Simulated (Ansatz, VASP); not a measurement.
# ZrB2 in VASP and in Ansatz

The input INCAR:

```
SYSTEM = ZrB2
PREC = Accurate
ENCUT = 600
EDIFF = 1E-6
ISMEAR = 1
SIGMA = 0.15
LREAL = .FALSE.
LASPH = .TRUE.
NELM = 100
ALGO = Normal
ISIF = 3
LWAVE = .FALSE.
LCHARG = .FALSE.
GGA = PE
IBRION = 2
NSW = 80
EDIFFG = -0.05
```

The input KPOINTS:

```
Automatic mesh
0
G
  12 12 9
  0 0 0
```

Contents of POSCAR:

```
ZrB2
1.0
    3.1700000000      0.0000000000      0.0000000000
   -1.5850000000      2.7453000000      0.0000000000
    0.0000000000      0.0000000000      3.5330000000
Zr B
1 2
Direct
    0.0000000000      0.0000000000      0.0000000000
    0.3333333333      0.6666666667      0.5000000000
    0.6666666667      0.3333333333      0.5000000000
```

Input for Ansatz:

```yaml
crystal:
  lattice:
    - [3.17, 0.0, 0.0]
    - [-1.585, 2.7453, 0.0]
    - [0.0, 0.0, 3.533]
  atoms:
    - { symbol: Zr, position: [0.0, 0.0, 0.0] }
    - { symbol: B, position: [0.3333333333333333, 0.6666666666666666, 0.5] }
    - { symbol: B, position: [0.6666666666666666, 0.3333333333333333, 0.5] }
kpoints:
  mp_grid:
    grid: [12, 12, 9]
hamiltonian:
  xc: pbe
  dispersion: none
scf:
  occupations:
    method: cold
    width: 0.15
relax:
  f_tol: 0.05
  cell: {}
```

Alike in both runs: task relaxation of cell and atoms; functional PBE; k mesh 12 × 12 × 9; no spin polarisation.

|  | VASP | Ansatz |
| --- | --- | --- |
| version | VASP 6.6.1 | Ansatz 0.2.0 |
| potentials or method | VASP PAW PBE potentials, release 64 (Zr_sv, B) | plane waves, PAW |
| plane-wave cutoff (eV) | 600 | 420 |
| occupations | methfessel-paxton of order 1, width 0.15 eV | cold, width 0.15 eV |
| valence electrons in the cell | 18 | 18 |

```tsv
	VASP	Ansatz	Ansatz less VASP
relaxed volume (Å³/atom)	10.29	10.28	-0.009
relaxed cell length with the largest relative difference (Å)	3.173	3.171	-0.0021
```

 PBE usually gives volumes a little too large and moduli too small. Zero-point motion and thermal expansion aren't in these numbers.
